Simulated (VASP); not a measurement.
A run of VASP 6.6.1:

Contents of INCAR:

```
  PREC = Accurate
  ENCUT = 600
  EDIFF = 1E-6
  ISMEAR = 0
  SIGMA = 0.03
  LREAL = F
  LASPH = T
  NELM = 80
  ALGO = Normal
  ISIF = 3
  LWAVE = F
  LCHARG = F
  GGA = PE
  IVDW = 12
  IBRION = 2
  NSW = 90
  EDIFFG = -0.01
```

KPOINTS

```
regular mesh
0
Gamma
  8 8 8
```

The input POSCAR:

```
KI
1.0
    0.0000000000      3.5327750000      3.5327750000
    3.5327750000      0.0000000000      3.5327750000
    3.5327750000      3.5327750000      0.0000000000
K I
1 1
Direct
    0.0000000000      0.0000000000      0.0000000000
    0.5000000000      0.5000000000      0.5000000000
```

Potentials or basis: VASP PAW PBE potentials, release 64 (K_sv, I).

The run is started by

```bash
$ cat potpaw_PBE.64/K_sv/POTCAR potpaw_PBE.64/I/POTCAR > POTCAR
$ mpirun -np 1 vasp_std > vasp.out
```

Hardware: 1 thread of Intel(R) Xeon(R) Platinum 8259CL CPU @ 2.50GHz (Skylake/Cascade Lake), with other jobs on the host.

Question: Estimate the wall time of this run.

Answer: Run time: 80 s on 1 thread of Intel(R) Xeon(R) Platinum 8259CL CPU @ 2.50GHz (Skylake/Cascade Lake) (shared host), peak memory 0.27 GiB. Counts: scf iterations 27, k points 29, ion steps 3.
